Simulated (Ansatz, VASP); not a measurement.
# MoS2 in two plane-wave programs

Wanted: the spread between two codes on one cell, functional and k mesh. Of the first pair: The structure shown is the end of the Ansatz relaxation below. Other levels of theory on this material are compared in a session of their own.

Method: plane waves, with VASP 6.6.1 beside it; single point at PBE and single point at r2SCAN, in Ansatz 0.2.0.

### Step 1. Starting point

The cell holds 3 atoms: 2 S and 1 Mo. Its edges and angles: a = 3.185 Å, b = 3.185 Å, c = 19.130 Å, α = 90.0°, β = 90.0°, γ = 120.0°. It derives from MoS2. Vacuum lies along c.

### Step 2. Ansatz: relaxation, PBE

Ansatz runs on its default PAW (the set named soft_2) files.

This run makes the geometry at which the two programs are then compared.

input.yaml

```yaml
crystal:
  lattice:
    - [3.169, 0.0, 0.0]
    - [-1.5845, 2.744434505, 0.0]
    - [0.0, 0.0, 19.130296]
  atoms:
    - { symbol: S, position: [0.666666667, 0.333333333, 0.581815148] }
    - { symbol: Mo, position: [0.333333333, 0.666666667, 0.5] }
    - { symbol: S, position: [0.666666667, 0.333333333, 0.418184852] }
kpoints:
  mp_grid: { grid: [12, 12, 1] }
scf:
  occupations: { method: fermi_dirac, width: 0.02 }
  n_extra_bands: 8
hamiltonian:
  xc: pbe
  pseudopotentials: { kind: paw }
output:
  forces: true
  write_potential: true
  volumetric_format: []
relax:
  f_tol: 0.01
  max_steps: 40
  cell: { fix: [c, alpha, beta] }
```

Launch:

```bash
ansatz run input.yaml --threads 4 --pin off --max-ram 8192MiB --backend cpu --events-out ev --progress --plain --runs-dir out
```

Numbers of over 12 decimals in the logs are rounded to 6 here.

What it wrote:

```text
scf.n_extra_bands = 8 over 13 filled bands (N_el = 26.0): the run solves 21 bands
Engine: ansatz 0.2.0, aarch64-unknown-linux-gnu
Pseudopotentials: kind: paw
Pseudopotential: S, paw, valence charge 6, recommended cutoff 420 eV (normal), S.paw.azcp
Pseudopotential: Mo, paw, valence charge 14, recommended cutoff 420 eV (normal), Mo.paw.azcp
Functional definition: PBE
  parameter kappa = 0.804
  parameter beta = 0.066725
  exchange = pbe_x(kappa = kappa, mu = beta*pi^2/3)
  correlation = pbe_c(beta = beta)
Crystal: 3 atoms, lattice volume = 166.378 Å³
Basis set: ecut = 420 eV, 3231 PW (Γ), exchange–correlation on 48×48×256 points (8 copies of the dense FFT grid, shifted against one another)
Bands: 21, of which v1, the nominal top of the filled ones, is band 13 counted from 1 (12 counted from 0)
Symmetry: 12 space group operations
Space group: P-6m2 (ITA 187), of the structure as read, at distance tolerance 5.5e-5 Å
k-points: 19 of 144 (time reversal used)
Non-local potential: S, projectors of the file, l = 0: 2, l = 1: 2, l = 2: 2
Non-local potential: Mo, projectors of the file, l = 0: 3, l = 1: 2, l = 2: 2, l = 3: 1
PAW form: soft (Blöchl's): semilocal exchange-correlation on the pseudo side does not see the compensation charge
PAW one-centre angular grid: S, 110 points (default); XC on 64 Gauss nodes
PAW one-centre angular grid: Mo, 590 points (default); XC on 64 Gauss nodes
Initial density: superposition of atomic densities (neutral atoms: chi_scale 0, normalization atom), corrected by the library's trained network
Initial wavefunctions: pseudopotential atomic-orbital guess
Functional: x = pbe(κ = 0.804, μ = 0.219515), c = pbe(β = 0.066725)
SCF iter   1: F=—  HF=-6762.804790 eV  |F-HF|=—  |Δ(HF+E_count)|=         —  Δρ=3.14e-3  dr2=5.45e-3  ethr=1.77e-3  ⟨swp⟩=9.6  Hψ=2747  notcnv=0  defer=1
preconditioner: auto → none  [insulator: Δε(μ)=1.727 eV  Ē_g=10.417 eV  σ=0.020 eV  W_gap=1.00  n_scr=12 (ndim 8)  ℏωp=12.2 eV  f_vac=0.649  D(μ)=0.00/eV (n_scr^D=0)  ε∞_Penn≈2.4]
SCF iter   2: F=—  HF=-6762.812008 eV  |F-HF|=—  |Δ(HF+E_count)|=   7.22e-3  Δρ=2.05e-3  dr2=9.37e-3  ethr=2.10e-5  ⟨swp⟩=2.8  Hψ=876  notcnv=0  defer=75
SCF iter   3: F=—  HF=-6762.813445 eV  |F-HF|=—  |Δ(HF+E_count)|=   1.44e-3  Δρ=1.69e-3  dr2=9.23e-3  ethr=2.10e-5  ⟨swp⟩=2.8  Hψ=568  notcnv=0  defer=75
SCF iter   4: F=—  HF=-6762.813061 eV  |F-HF|=—  |Δ(HF+E_count)|=   3.84e-4  Δρ=8.10e-4  dr2=4.17e-4  ethr=2.10e-5  ⟨swp⟩=2.0  Hψ=459  notcnv=0  defer=75
SCF iter   5: F=—  HF=-6762.813681 eV  |F-HF|=—  |Δ(HF+E_count)|=   6.19e-4  Δρ=1.03e-4  dr2=6.80e-6  ethr=1.61e-6  ⟨swp⟩=2.0  Hψ=483  notcnv=0  defer=75
SCF iter   6: F=—  HF=-6762.813673 eV  |F-HF|=—  |Δ(HF+E_count)|=   8.25e-6  Δρ=1.87e-5  dr2=9.27e-7  ethr=2.62e-8  ⟨swp⟩=3.1  Hψ=737  notcnv=0  defer=75
SCF iter   7: F=-6762.813673 eV  HF=-6762.813673 eV  |F-HF|=3.45e-8  |Δ(HF+E_count)|=   2.28e-8  Δρ=4.78e-6  dr2=6.00e-8  ethr=3.85e-10  ⟨swp⟩=9.4  Hψ=2705  notcnv=0
SCF 1 converged in 7 iterations: F = -6762.813673 eV  dr2 = 6.00e-8
  greatest PAW one-centre occupation: 0.998 electrons in one spin orbital (limit 2), on the Mo atom at site 1 (counted from 0), in its partial waves of l = 0
relax step   1: F+E_penalty+E_count = -6762.81367257 eV  Δ(F+E_penalty+E_count) = +0.000e0 eV  max|allowed force component| = 5.172e-2 eV/Å  Δτ_max = 0.0000 Å  P = +0.374 GPa  Ω = 166.378 Å³  fix = [c, alpha, beta]  reactions: c +0.156 GPa  (7 SCF iters, dr2 threshold 1.00e-7 eV, accepted)
[...]
relax step   2: F+E_penalty+E_count = -6762.81505925 eV  Δ(F+E_penalty+E_count) = -1.387e-3 eV  max|allowed force component| = 6.387e-2 eV/Å  Δτ_max = 0.0087 Å  P = -0.047 GPa  Ω = 168.931 Å³  energy of the carried Pulay correction = -9.216e-5 eV  fix = [c, alpha, beta]  reactions: c +0.188 GPa  (6 SCF iters, dr2 threshold 3.00e-7 eV, accepted)
[...]
relax step   3: F+E_penalty+E_count = -6762.81595494 eV  Δ(F+E_penalty+E_count) = -8.957e-4 eV  max|allowed force component| = 2.452e-3 eV/Å  Δτ_max = 0.0063 Å  P = -0.006 GPa  Ω = 168.040 Å³  energy of the carried Pulay correction = -6.015e-5 eV  fix = [c, alpha, beta]  reactions: c -0.007 GPa  (6 SCF iters, dr2 threshold 2.55e-7 eV, accepted)
[...]
relax step   4: F+E_penalty+E_count = -6762.81601711 eV  Δ(F+E_penalty+E_count) = -6.217e-5 eV  max|allowed force component| = 2.464e-3 eV/Å  Δτ_max = 0.0000 Å  P = -0.006 GPa  Ω = 168.040 Å³  fix = [c, alpha, beta]  reactions: c -0.007 GPa  stress off target by 5.84e-3 GPa on what of the cell is left free  SCF on the basis re-selected at this cell (its energy is not comparable with the rows above)  (7 SCF iters)
basis re-selected at this cell: Δ(F+E_penalty+E_count) = -6.217e-5 eV, ΔP = -0.000 GPa vs the last step (what re-selecting the basis moved, of the pressure what is left beyond the Pulay correction that the steps carried, after the strain that the cell walked since its last selection, with what the two solves' SCF thresholds leave and, on support functions, any second-order correction that the steps lacked; it is no m [...]
SCF converged after 7 iterations
an eigenvalue changed by more than its tolerance at an iteration that met the thresholds in force, so the SCF went on 1 time: the last check found none over its tolerance
Free energy (F): -6762.816017 eV
Harris-Foulkes:  -6762.816017 eV  (|F-HF|=1.00e-11)
Internal energy: -6762.816017 eV  (E = F + TS)
E sigma→0 (E₀):  -6762.816017 eV
Fermi energy:    0.046839 eV
--- Per-component energies (eV) ---
  E_band       = -441.931219
  E_kinetic    = 654.885083
  E_local      = -15006.028039  (includes V_loc(G=0)·N_el)
  E_nonlocal   = 199.060886
  E_hartree    = 7133.878421
  E_xc         = -378.031157
  E_vxc        = -404.338857  (∫ρ·V_xc dr)
  E_paw        = -4401.470049  (= ΣΔE_a)
  E_vpaw       = -153.267166  (= ΣTr[D̂ρ^β])
  E_aug_tail   = 0.000043  (compensation charges beyond the density's cutoff)
  E_ewald      = 5034.888795
  E_smearing   = -0.000000  (= −TS)
  E_closure    = -0.000000  (closes the sum)
  Σ components = -6762.816017   (vs F -6762.816017, Δ=0.00e0)
--- Forces (eV/Å), atoms counted from 1 ---
  atom   1  S     -0.00000000    -0.00000000    -0.00246372
  atom   2  Mo    -0.00000000    -0.00000000    -0.00000000
  atom   3  S     -0.00000000    -0.00000000     0.00246372
  max |Σ_I F_I| component: 1.76e-16 eV/Å
--- Stress (GPa, compression-positive) ---
       -0.005837       0.000000      -0.000000
       -0.000000      -0.005837       0.000000
       -0.000000       0.000000      -0.007304
  P = ⅓ Tr σ = -0.0063 GPa (-0.063 kbar)
--- Band table (eV; the first three rows and the last of 19) ---
  k-point 0: bands = [... 9 lower, -2.5473, -2.2862, -2.2862, -0.7821, 1.9714, 1.9714, 2.2189, 2.2189, ... 4 higher]
  k-point 1: bands = [... 9 lower, -3.0396, -2.4485, -1.9499, -0.8341, 1.8383, 1.9434, 2.1037, 2.1500, ... 4 higher]
  k-point 2: bands = [... 9 lower, -2.9859, -2.8312, -1.8575, -1.0682, 1.5140, 1.7847, 1.8355, 2.5597, ... 4 higher]
  k-point 18: bands = [... 9 lower, -4.3237, -3.6436, -2.9229, -0.8013, 0.8737, 2.2784, 2.7446, 4.0604, ... 4 higher]
--- Relaxed structure (3 steps of the walk, 3 accepted, 1 SCFs on fresh bases) ---
  F+E_penalty+E_count = -6762.81601711 eV   max|allowed force component| = 2.464e-3 eV/Å   (the final SCF, on the basis selected at the relaxed cell)
  cell:  # Å, volume = 168.0400 Å³
    - [3.184786, 0.0, 0]
    - [-1.592393, 2.758105, 0]
    - [0, 0, 19.130296]
  atoms:
    - { symbol: S, position: [0.666667, 0.333333, 0.581692] }
    - { symbol: Mo, position: [0.333333, 0.666667, 0.5] }
    - { symbol: S, position: [0.666667, 0.333333, 0.418308] }
```

### Step 3. VASP: single point, PBE, relaxed cell

The same cell, functional, mesh and smearing now go to VASP, with its own data sets.

Lines of VASP's logs that name or quote its potential files are left out, and so is its time.

INCAR

```
SYSTEM = MoS2
PREC = Accurate
ENCUT = 500
EDIFF = 1E-06
NELM = 120
ISMEAR = -1
SIGMA = 0.02
LREAL = .FALSE.
ALGO = Normal
GGA = PE
NBANDS = 19
LASPH = .TRUE.
LORBIT = 11
LWAVE = .FALSE.
LCHARG = .FALSE.
ISIF = 2
GGA_COMPAT = .FALSE.
EFERMI = MIDGAP
KPAR = 2
```

POSCAR

```
MoS2
1.0
    3.1847855742      0.0000000000      0.0000000000
   -1.5923927871      2.7581052128      0.0000000000
    0.0000000000      0.0000000000     19.1302960000
S Mo
2 1
Direct
    0.6666666667      0.3333333333      0.5816915622
    0.6666666667      0.3333333333      0.4183084378
    0.3333333333      0.6666666667      0.5000000000
```

KPOINTS

```
Automatic mesh
0
Gamma
12 12 1
0 0 0
```

PAW data sets: S and Mo_sv (PBE family, release 64).

Launch:

```bash
mpirun -np 2 vasp_std
```

What it wrote:

```text
[banner, memory and clock lines left out]
running    2 mpi-ranks, on    1 nodes
 distrk:  each k-point on    1 cores,    2 groups
 distr:  one band on    1 cores,    1 groups

 POSCAR found type information on POSCAR S Mo
 POSCAR found :  2 types and       3 ions
 LDA part: xc-table for (Slater+PW92), standard interpolation
 POSCAR, INCAR and KPOINTS ok, starting setup
 FFT: planning ... GRIDC
 FFT: planning ... GRID_SOFT
 FFT: planning ... GRID
 WAVECAR not read
 entering main loop
       N       E                     dE             d eps       ncg     rms          rms(c)
DAV:   1     0.153579706981E+03    0.15358E+03   -0.13458E+04   954   0.106E+03
DAV:   2    -0.130065518801E+02   -0.16659E+03   -0.16290E+03   978   0.240E+02
DAV:   3    -0.232290985400E+02   -0.10223E+02   -0.10121E+02   947   0.553E+01
DAV:   4    -0.233757915853E+02   -0.14669E+00   -0.14654E+00   914   0.706E+00
DAV:   5    -0.233794652339E+02   -0.36736E-02   -0.36733E-02   990   0.106E+00    0.235E+01
DAV:   6    -0.222773328999E+02    0.11021E+01   -0.12180E+01   781   0.210E+01    0.902E+00
DAV:   7    -0.220665856803E+02    0.21075E+00   -0.58824E+00   794   0.139E+01    0.586E+00
DAV:   8    -0.218560609544E+02    0.21052E+00   -0.11108E+00   821   0.641E+00    0.163E+00
DAV:   9    -0.218572718124E+02   -0.12109E-02   -0.43709E-02   914   0.128E+00    0.844E-01
DAV:  10    -0.218527707882E+02    0.45010E-02   -0.23299E-02   812   0.966E-01    0.152E-01
DAV:  11    -0.218523920027E+02    0.37879E-03   -0.83176E-04   892   0.204E-01    0.620E-02
DAV:  12    -0.218522061712E+02    0.18583E-03   -0.27587E-04   929   0.912E-02    0.241E-02
DAV:  13    -0.218521572930E+02    0.48878E-04   -0.21268E-04   942   0.679E-02    0.557E-02
DAV:  14    -0.218523890950E+02   -0.23180E-03   -0.10401E-04   907   0.546E-02    0.174E-02
DAV:  15    -0.218524365429E+02   -0.47448E-04   -0.14753E-05   877   0.203E-02    0.933E-03
DAV:  16    -0.218524855157E+02   -0.48973E-04   -0.72327E-06   793   0.118E-02    0.380E-03
DAV:  17    -0.218524994804E+02   -0.13965E-04   -0.63878E-07   712   0.395E-03    0.267E-03
DAV:  18    -0.218525176049E+02   -0.18124E-04   -0.23690E-06   706   0.602E-03    0.325E-03
DAV:  19    -0.218525343267E+02   -0.16722E-04   -0.99339E-07   704   0.496E-03    0.119E-03
DAV:  20    -0.218525409332E+02   -0.66065E-05   -0.22999E-07   691   0.149E-03    0.969E-04
DAV:  21    -0.218525444964E+02   -0.35632E-05   -0.12682E-07   641   0.931E-04    0.480E-04
DAV:  22    -0.218525454276E+02   -0.93117E-06   -0.36701E-08   522   0.623E-04
   1 F= -.21852545E+02 E0= -.21852545E+02  d E =-.180965E-19
```

From OUTCAR (step 3):

```text
ion  position               nearest neighbor table
   1  0.667  0.333  0.582-   3 2.41   3 2.41   3 2.41
   2  0.667  0.333  0.418-   3 2.41   3 2.41   3 2.41
   3  0.333  0.667  0.500-   1 2.41   2 2.41   1 2.41   2 2.41   1 2.41   2 2.41

  LATTYP: Found a hexagonal cell.
 ALAT       =     3.1847855742
 C/A-ratio  =     6.0067767686

 Subroutine GETGRP returns: Found 12 space group operations
 (whereof 12 operations were pure point group operations)

The static configuration has the point symmetry D_3h.

 Found     19 irreducible k-points:

   k-points           NKPTS =     19   k-points in BZ     NKDIM =     19   number of bands    NBANDS=     19

   dimension x,y,z NGX =    24 NGY =   24 NGZ =  140
   dimension x,y,z NGXF=    48 NGYF=   48 NGZF=  280

   ENCUT  =  500.0 eV  36.75 Ry    6.06 a.u.   5.81  5.81 34.88*2*pi/ulx,y,z

   NELECT =      26.0000    total number of electrons

 k-points in reciprocal lattice and weights: Automatic mesh
   0.00000000  0.00000000  0.00000000       0.007
   0.08333333  0.00000000  0.00000000       0.042
   0.16666667  0.00000000  0.00000000       0.042
   0.25000000  0.00000000  0.00000000       0.042
   0.33333333  0.00000000  0.00000000       0.042
   0.41666667  0.00000000  0.00000000       0.042
   0.50000000  0.00000000  0.00000000       0.021
   0.08333333  0.08333333  0.00000000       0.042
   0.16666667  0.08333333  0.00000000       0.083
[...]
0.33333333  0.25000000  0.00000000       0.083
   0.33333333  0.33333333  0.00000000       0.014

 average (electrostatic) potential at core
       1 -93.1330       2 -93.1330       3 -83.4705

 E-fermi :  -1.0213

 k-point     1 :       0.0000    0.0000    0.0000
  band No.  band energies     occupation
    ...
      9      -4.4532      2.00000
     10      -3.6210      2.00000
     11      -3.3515      2.00000
     12      -3.3515      2.00000
     13      -1.8552      2.00000
     14       0.9043      0.00000
     15       0.9043      0.00000
     16       1.1503      0.00000
     17       1.1503      0.00000
     18       3.5226      0.00000
    ...

 k-point     2 :       0.0833    0.0000    0.0000
  band No.  band energies     occupation
    ...
      9      -4.3467      2.00000
     10      -4.1098      2.00000
     11      -3.5140      2.00000
     12      -3.0209      2.00000
     13      -1.9075      2.00000
     14       0.7732      0.00000
     15       0.8756      0.00000
     16       1.0353      0.00000
     17       1.0832      0.00000
     18       3.7049      0.00000
    ...

 k-point     3 :       0.1667    0.0000    0.0000
  band No.  band energies     occupation
    ...
      9      -4.7540      2.00000
     10      -4.0498      2.00000
     11      -3.8969      2.00000
     12      -2.9337      2.00000
     13      -2.1416      2.00000
     14       0.4477      0.00000
     15       0.7243      0.00000
     16       0.7678      0.00000
     17       1.4933      0.00000
     18       4.1237      0.00000
    ...

  Total       -0.0410207     -0.0410207     -0.0659996      0.0000000      0.0000000      0.0000000
  in kB       -0.3911121     -0.3911121     -0.6292728      0.0000000      0.0000000      0.0000000
  external PRESSURE =      -0.4704990 kB  Pullay stress =       0.0000000 kB

  energy-cutoff  :      500.00
  volume of cell :      168.04
      direct lattice vectors                 reciprocal lattice vectors
     3.184785574  0.000000000  0.000000000     0.313992882  0.181283875  0.000000000
    -1.592392787  2.758105213  0.000000000     0.000000000  0.362567750  0.000000000
     0.000000000  0.000000000 19.130296000     0.000000000  0.000000000  0.052273106

 POSITION                                       TOTAL-FORCE (eV/Angst)
 -----------------------------------------------------------------------------------
      1.59239      0.91937     11.12793        -0.000000      0.000000     -0.014127
      1.59239      0.91937      8.00236        -0.000000      0.000000      0.014127
     -0.00000      1.83874      9.56515         0.000000     -0.000000      0.000000
 -----------------------------------------------------------------------------------
    total drift:                                0.000000     -0.000000     -0.000000

  FREE ENERGIE OF THE ION-ELECTRON SYSTEM (eV)
  ---------------------------------------------------
  free  energy   TOTEN  =       -21.8525454276 eV

  energy  without entropy=      -21.8525454276  energy(sigma->0) =      -21.85254543

 total charge
# of ion       s       p       d       tot
------------------------------------------
    1        1.363   2.337   0.000   3.700
    2        1.363   2.337   0.000   3.700
    3        2.288   6.216   3.928  12.432
--------------------------------------------------
tot          5.014  10.890   3.928  19.832

[... 3 further parts left out ...]
```

### Step 4. Differences

Known differences besides the potentials themselves: the cutoff is 420 eV in Ansatz and 500 eV in VASP; Ansatz's pressure holds a Pulay correction, VASP's none. Total energies have different zeros and are not compared.

Both answers:

| quantity | Ansatz | VASP | difference |
| --- | --- | --- | --- |
| pressure (GPa) | -0.01 | -0.05 | +0.04 |
| gap on the k mesh (eV) | 1.656 | 1.668 | -0.012 |

At this near-relaxed geometry the largest component of a force difference is 12 meV/Å. A gap on the mesh is an upper bound, since the band edges may lie between its points. With vacuum in the cell, a pressure given here is an average over mostly empty space and none of the material.

(Part 1 of 2 ends here.)

[Lines on the potential files, build, host, timing and source positions are cut from VASP's logs without a mark.]

[Logs are printed without paths, hosts, clocks, repeated set-up lines and the standing remarks that a program may print on its own settings, such as how far it seeks lower states.]

[Hosts, paths, dates, database ids (printed as entryN), source tags and the programs' standing remarks are cut or masked in the printed files.]
